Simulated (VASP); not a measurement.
# SnS2 (Berndtite-2T) (P-3m1) in VASP: notebook

The runs below take SnS2 (Berndtite-2T) through relaxation of cell and atoms, with rev-vdW-DF2, LDA.

Program: VASP 6.6.1. These are calculated values, not measurements. Logs are shortened: lines on timing, memory, paths and dates and some standing lists are left out, and cuts for length are marked.

**1. The structure**

The structure is trigonal, space group P-3m1 (No. 164). Conventional cell: a = 3.688 Å, b = 3.688 Å, c = 5.885 Å, α = 90.00°, β = 90.00°, γ = 120.00°. Sn (site symmetry -3m) is surrounded by 6 S at 2.60 Å. S (site symmetry 3m) has 3 Sn at 2.60 Å as nearest neighbours.

**2. Relaxation of cell and atoms, rev-vdW-DF2**

INCAR

```
PREC = Accurate
ENCUT = 600
EDIFF = 1E-7
ISMEAR = 0
SIGMA = 0.03
LREAL = False
LASPH = True
NELM = 80
ALGO = Normal
ISIF = 3
LWAVE = False
LCHARG = False
GGA = MK
LUSE_VDW = True
AGGAC = 0.0
PARAM1 = 0.1234
PARAM2 = 0.711357
ZAB_VDW = -1.8867
IBRION = 2
NSW = 90
EDIFFG = -0.005
```

KPOINTS

```
regular mesh
0
Gamma
  9 9 5
```

POSCAR

```
SnS2                                    
1.0
    3.6876449993     -0.0000000000     -0.0000000000
   -1.8438224996      3.1935942495      0.0000000000
   -0.0000000000      0.0000000000      5.8846166154
  Sn              S             
     1     2
Direct
     0.0000000000000000    0.0000000000000000    1.0000000000000000
     0.3333333332999970    0.6666666667000030    0.2521217538563311
     0.6666666667000030    0.3333333332999970    0.7478782461436688
```

Potentials or basis: VASP PAW PBE potentials, release 64 (Sn_d, S).

On the command line:

```
> cat potpaw_PBE.64/Sn_d/POTCAR potpaw_PBE.64/S/POTCAR > POTCAR
> mpirun -np 1 vasp_std > vasp.out
```

OUTCAR:

```text
PREC = Accurate
   ENCUT = 600
   EDIFF = 1E-7
   ISMEAR = 0
   LREAL = False
   LASPH = True
   NELM = 80
   ISIF = 3
   GGA = MK
   IBRION = 2
   NSW = 90
   EDIFFG = -0.005

 ion  position               nearest neighbor table
   1  0.000  0.000  0.000-   2 2.60   3 2.60   2 2.60   3 2.60   3 2.60   2 2.60
   2  0.333  0.667  0.252-   1 2.60   1 2.60   1 2.60
   3  0.667  0.333  0.748-   1 2.60   1 2.60   1 2.60

  LATTYP: Found a hexagonal cell.
 ALAT       =     3.6876449993
 C/A-ratio  =     1.5957654862

  Lattice vectors:

 A1 = (   3.6876449993,   0.0000000000,   0.0000000000)
 A2 = (  -1.8438224996,   3.1935942495,   0.0000000000)
 A3 = (   0.0000000000,   0.0000000000,   5.8846166154)

Analysis of symmetry for initial positions (statically):
=====================================================================
 Subroutine PRICEL returns:
 Original cell was already a primitive cell.

 Routine SETGRP: Setting up the symmetry group for a
 hexagonal supercell.

 Subroutine GETGRP returns: Found 12 space group operations
 (whereof 12 operations were pure point group operations)
 out of a pool of 24 trial point group operations.

The static configuration has the point symmetry D_3d.

Analysis of symmetry for dynamics (positions and initial velocities):
=====================================================================
 Subroutine PRICEL returns:
 Original cell was already a primitive cell.

 Routine SETGRP: Setting up the symmetry group for a
 hexagonal supercell.

 Subroutine GETGRP returns: Found 12 space group operations
 (whereof 12 operations were pure point group operations)
 out of a pool of 24 trial point group operations.

The dynamic configuration has the point symmetry D_3d.

 Subroutine INISYM returns: Found 12 space group operations
 (whereof 12 operations are pure point group operations),
 and found     1 'primitive' translations

----------------------------------------------------------------------------------------

                                     Primitive cell

  volume of cell :      69.3022

  direct lattice vectors                    reciprocal lattice vectors
     3.687644999  0.000000000  0.000000000     0.271175778  0.156563408  0.000000000
    -1.843822500  3.193594249  0.000000000     0.000000000  0.313126816  0.000000000
     0.000000000  0.000000000  5.884616615     0.000000000  0.000000000  0.169934605

  length of vectors
     3.687644999  3.687644999  5.884616615     0.313126816  0.313126816  0.169934605

  position of ions in fractional coordinates (direct lattice)
     0.000000000  0.000000000  0.000000000
     0.333333333  0.666666667  0.252121754
     0.666666667  0.333333333  0.747878246

  ion indices of the primitive-cell ions
   primitive index   ion index
                 1           1
                 2           2
                 3           3

----------------------------------------------------------------------------------------

 KPOINTS: regular mesh

Automatic generation of k-mesh.
 Grid dimensions read from file:
 generate k-points for:    9    9    5

 Generating k-lattice:

  Cartesian coordinates                     Fractional coordinates (reciprocal lattice)
     0.030130642  0.017395934  0.000000000     0.111111111  0.000000000  0.000000000
     0.000000000  0.034791868  0.000000000     0.000000000  0.111111111  0.000000000
     0.000000000  0.000000000  0.033986921     0.000000000  0.000000000  0.200000000

  Length of vectors
     0.034791868  0.034791868  0.033986921

  Shift w.r.t. Gamma in fractional coordinates (k-lattice)
     0.000000000  0.000000000  0.000000000

 Subroutine IBZKPT returns following result:
 ===========================================

 Found     50 irreducible k-points:

 Following reciprocal coordinates:
            Coordinates               Weight
  0.000000  0.000000  0.000000      1.000000
  0.111111  0.000000  0.000000      6.000000
  0.222222 -0.000000  0.000000      6.000000
  0.333333 -0.000000  0.000000      6.000000
  0.444444 -0.000000  0.000000      6.000000
  0.111111  0.111111  0.000000      6.000000
[... 16 lines left out ...]
  0.222222  0.111111  0.200000     12.000000
 -0.111111  0.333333  0.200000     12.000000
 [... further k-points ...]
   k-points           NKPTS =     50   k-points in BZ     NKDIM =     50   number of bands    NBANDS=     17
   number of dos      NEDOS =    301   number of ions     NIONS =      3
   total plane-waves  NPLWV =  43200
   dimension x,y,z NGX =    30 NGY =   30 NGZ =   48
   dimension x,y,z NGXF=    60 NGYF=   60 NGZF=   96
   ions per type =               1   2
   NGX,Y,Z   is equivalent  to a cutoff of  13.52, 13.52, 13.56 a.u.
   NGXF,Y,Z  is equivalent  to a cutoff of  27.05, 27.05, 27.12 a.u.
 SYSTEM =  unknown system
   PREC   = accura    normal or accurate (medium, high low for compatibility)
   ISTART =      0    job   : 0-new  1-cont  2-samecut
   ICHARG =      2    charge: 1-file 2-atom 10-const
   ISPIN  =      1    spin polarized calculation?
   LNONCOLLINEAR =      F non collinear calculations
   LSORBIT =      F    spin-orbit coupling
   LASPH  =      T    aspherical Exc in radial PAW
   ENCUT  =  600.0 eV  44.10 Ry    6.64 a.u.   7.37  7.37 11.75*2*pi/ulx,y,z
   NELM   =     80;   NELMIN=  2; NELMDL= -5     # of ELM steps
   EDIFF  = 0.1E-06   stopping-criterion for ELM
   LREAL  =      F    real-space projection
   EDIFFG = -.5E-02   stopping-criterion for IOM
   NSW    =     90    number of steps for IOM
   IBRION =      2    ionic relax: 0-MD 1-quasi-New 2-CG
   NFREE  =      1    steps in history (QN), initial steepest desc. (CG)
   ISIF   =      3    stress and relaxation
   ISYM   =      2    0-nonsym 1-usesym 2-fastsym
   POTIM  = 0.5000    time-step for ionic-motion
   TEBEG  =    0.0;   TEEND  =   0.0 temperature during run
   PSTRESS=    0.0 pullay stress
   NELECT =      26.0000    total number of electrons
   NUPDOWN=      -1.0000    fix difference up-down
   EMIN   =  10.00;   EMAX   =-10.00  energy-range for DOS
   EFERMI =   0.00;   METHOD = LEGACY
   ISMEAR =     0;   SIGMA  =   0.03  broadening in eV -4-tet -1-fermi 0-gaus
   EFERMI_NEDOS =   21; number of points for ismear=-14 and -15
   IALGO  =     38    algorithm
   IMIX   =      4    mixing-type and parameters
     AMIX     =   0.40;   BMIX     =  1.00
     AMIX_MAG =   1.60;   BMIX_MAG =  1.00
  volume/ion in A,a.u.               =      23.10       155.89
  Fermi-wavevector in a.u.,A,eV,Ry     =   1.180729  2.231255 18.968171  1.394121
  Thomas-Fermi vector in A             =   2.317016
   LORBIT       =      0    0 simple, 1 ext, 2 COOP (PROOUT), +10 PAW based schemes
   GGA     = MK    functional components
   LHFCALC =     F    Hartree Fock is set to
   AEXX    =    0.0000 exact exchange contribution
   IVDW_NL    =     1    kernel type
   BPARAM     = 6.3000
   IVDW    =     0    specifies the selected vdW correction
   LEPSILON=     F    determine dielectric tensor
   LRPA    =     F    only Hartree local field effects (RPA)
 conjugate gradient relaxation of ions
 non-spin polarized calculation
 Gauss-broadening in eV      SIGMA  =   0.03
  energy-cutoff  :      600.00
  volume of cell :       69.30
 maximum number of plane-waves:      2329
 NGX is ok and might be reduce to    30
   NGX = 15   NGY = 15   NGZ = 23

--------------------------------------- Ionic step        1  -------------------------------------------

 number of electron      25.9999997 magnetization

 Free energy of the ion-electron system (eV)
  ---------------------------------------------------
  ext. energy  EPLUGINS =         0.00000000
  ---------------------------------------------------
  free energy    TOTEN  =        -7.81778565 eV

  energy without entropy =       -7.81778565  energy(sigma->0) =       -7.81778565

------------------------ aborting loop because EDIFF is reached ----------------------------------------

  FORCE on cell =-STRESS in cart. coord.  units (eV):
  Direction    XX          YY          ZZ          XY          YZ          ZX
  --------------------------------------------------------------------------------------
  -------------------------------------------------------------------------------------
  Total       -0.0182661     -0.0182661     -0.0329468     -0.0000000      0.0000000      0.0000000
  in kB       -0.4222893     -0.4222893     -0.7616865     -0.0000000      0.0000000      0.0000000
  external PRESSURE =      -0.5354217 kB  Pullay stress =       0.0000000 kB

 VOLUME and BASIS-vectors are now :
 -----------------------------------------------------------------------------
  energy-cutoff  :      600.00
  volume of cell :       69.30
      direct lattice vectors                 reciprocal lattice vectors
     3.687644999  0.000000000  0.000000000     0.271175778  0.156563408  0.000000000
    -1.843822500  3.193594249  0.000000000     0.000000000  0.313126816  0.000000000
     0.000000000  0.000000000  5.884616615     0.000000000  0.000000000  0.169934605
[... 126 lines left out ...]
  FREE ENERGIE OF THE ION-ELECTRON SYSTEM (eV)
  ---------------------------------------------------
  free  energy   TOTEN  =        -7.8177981270 eV

  energy  without entropy=       -7.8177981270  energy(sigma->0) =       -7.81779813

Total vdW correction in eV:      3.9211807

--------------------------------------- Ionic step        5  -------------------------------------------

 number of electron      25.9999997 magnetization

 Free energy of the ion-electron system (eV)
  ---------------------------------------------------
  ext. energy  EPLUGINS =         0.00000000
  ---------------------------------------------------
  free energy    TOTEN  =        -7.81780728 eV

  energy without entropy =       -7.81780728  energy(sigma->0) =       -7.81780728

 E-fermi :   4.5883     XC(G=0):  -9.6794

 val. band max:        4.4585217532   @ k =   0.0000   0.0000   0.0000
 cond. band min:       5.6874047618   @ k =   0.0000   0.4444   0.4000
 fundamental gap:      1.2288830085
 Fermi energy:         4.5883241071

 k-point     1 :       0.0000    0.0000    0.0000
  band No.  band energies     occupation
      1     -16.5169      2.00000
      2     -16.5169      2.00000
      3     -16.4758      2.00000
      4     -16.4528      2.00000
      5     -16.4528      2.00000
      6      -9.1948      2.00000
[... 9 lines left out ...]
     16       9.7194      0.00000
     17       9.7194      0.00000
[... 441 lines left out ...]
 k-point    24 :      -0.1111    0.3333    0.2000
  band No.  band energies     occupation
      1     -16.5526      2.00000
      2     -16.4965      2.00000
      3     -16.4722      2.00000
      4     -16.4529      2.00000
      5     -16.4355      2.00000
      6      -8.2595      2.00000
[... 9 lines left out ...]
     16      10.1790      0.00000
     17      11.2850      0.00000

 [... further k-points ...]

------------------------ aborting loop because EDIFF is reached ----------------------------------------

  FORCE on cell =-STRESS in cart. coord.  units (eV):
  Direction    XX          YY          ZZ          XY          YZ          ZX
  --------------------------------------------------------------------------------------
  -------------------------------------------------------------------------------------
  Total        0.0026961      0.0026961     -0.0013392      0.0000000      0.0000000      0.0000000
  in kB        0.0624066      0.0624066     -0.0309975      0.0000000      0.0000000      0.0000000
  external PRESSURE =       0.0312719 kB  Pullay stress =       0.0000000 kB

 VOLUME and BASIS-vectors are now :
 -----------------------------------------------------------------------------
  energy-cutoff  :      600.00
  volume of cell :       69.22
      direct lattice vectors                 reciprocal lattice vectors
     3.687296678 -0.000000000  0.000000000     0.271201394  0.156578198 -0.000000000
    -1.843648339  3.193292595 -0.000000000     0.000000000  0.313156396 -0.000000000
     0.000000000  0.000000000  5.878530375    -0.000000000  0.000000000  0.170110544

 POSITION                                       TOTAL-FORCE (eV/Angst)
 -----------------------------------------------------------------------------------
     -1.84365      3.19329     -0.00000         0.000000      0.000000      0.000000
     -0.00000      2.12886      1.48305         0.000000      0.000000      0.004146
      1.84365      1.06443      4.39548        -0.000000     -0.000000     -0.004146
 -----------------------------------------------------------------------------------
    total drift:                               -0.000000      0.000000      0.000000

  FREE ENERGIE OF THE ION-ELECTRON SYSTEM (eV)
  ---------------------------------------------------
  free  energy   TOTEN  =        -7.8178072753 eV

  energy  without entropy=       -7.8178072753  energy(sigma->0) =       -7.81780728

Total vdW correction in eV:      3.9206045

 reached required accuracy - stopping structural energy minimisation
```

Run time: 3.2 min. Hardware: 1 thread of AMD EPYC 9R45 (Zen 5), shared host; peak memory 0.47 GiB.

Results:

```
Free energy                            : -7.8178 eV
Relaxed volume                         : 23.07 Å³/atom
Relaxed cell                           : a = 3.687 Å, b = 3.687 Å, c = 5.879 Å, α = 90.00°, β = 90.00°, γ = 120.00°
Space group after relaxing (to 0.05 Å) : P-3m1 (No. 164)
Energy gained by relaxing              : 0.0 meV/atom
Ionic steps                            : 5
Pressure after relaxing                : 0.0 GPa
Largest force after relaxing           : 0.004 eV/Å
Band gap on the k mesh                 : 1.23 eV, indirect (least direct gap 1.57 eV)
```

Forces in eV/Å, atoms in the order of the input:
```
Sn   0.000  0.000  0.000
S    0.000  0.000  0.004
S    0.000  0.000 -0.004
```

Final structure:
```xyz
3
Lattice="3.6873 0.0000 0.0000 -1.8436 3.1933 0.0000 0.0000 0.0000 5.8785" Properties=species:S:1:pos:R:3 pbc="T T T"
Sn   -1.8436    3.1933    0.0000
S     0.0000    2.1289    1.4831
S     1.8436    1.0644    4.3955
```

Levels at points of the mesh, in eV from the valence-band top:
```csv
k point,band 11,band 12,band 13,band 14,band 15,band 16
"(0.00, 0.00, 0.00)",-0.43,-0.43,0.00,1.57,3.51,5.26
```

Caveat: the PAW data sets were made with another functional, which shifts forces and pressure a little; spin-orbit coupling is left out, which moves the levels of the heavy elements; an odd mesh through Γ misses points on the zone boundary, where band edges often lie.

(Continued in part 2 of 2.)
